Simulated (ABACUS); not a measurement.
Runs of ABACUS 3.10.1 on MgO. The structure is cubic, space group Fm-3m (No. 225). Conventional cell: a = 4.194 Å, b = 4.194 Å, c = 4.194 Å, α = 90.00°, β = 90.00°, γ = 90.00°. Mg (site symmetry m-3m) has 6 O at 2.10 Å as nearest neighbours. O (site symmetry m-3m) is surrounded by 6 Mg at 2.10 Å. The cell is a database's computed one.

```tsv
task	level	potentials or basis	cell	k mesh	cutoff (eV)	max steps of the relaxation	force threshold	optimiser	stress threshold	radial cutoff of the potentials (pseudo_rcut)	gap on the mesh (eV)	pressure (GPa)
relaxation of cell and atoms	B86bPBE	Ansatz NC PBE, plane waves	relaxed	9 × 9 × 9	1252	60	0.005 eV/Å	cg	0.2 kbar	10 bohr	4.47	0.0
single point	PBE	GBRV ultrasoft 1.5 PBE, plane waves	as given	9 × 9 × 9	544	-	-	-	-	10 bohr	4.89	7.1
single point	TASK	SG15 ONCV 1.2 PBE, plane waves	as given	7 × 7 × 7	1320	-	-	-	-	7 bohr	(a)	10.7
single point	B86bPBE	Ansatz NC PBE, plane waves	as given	9 × 9 × 9	1252	-	-	-	-	10 bohr	4.92	(b)
```

Alike in all rows: no spin polarisation; smearing fermi-dirac 0.05 eV.

Task: Estimate the missing entries.

Result: (a) 8.39; (b) 7.6.

Caveats: the potentials were made for another functional, which shifts forces and pressure (some runs).

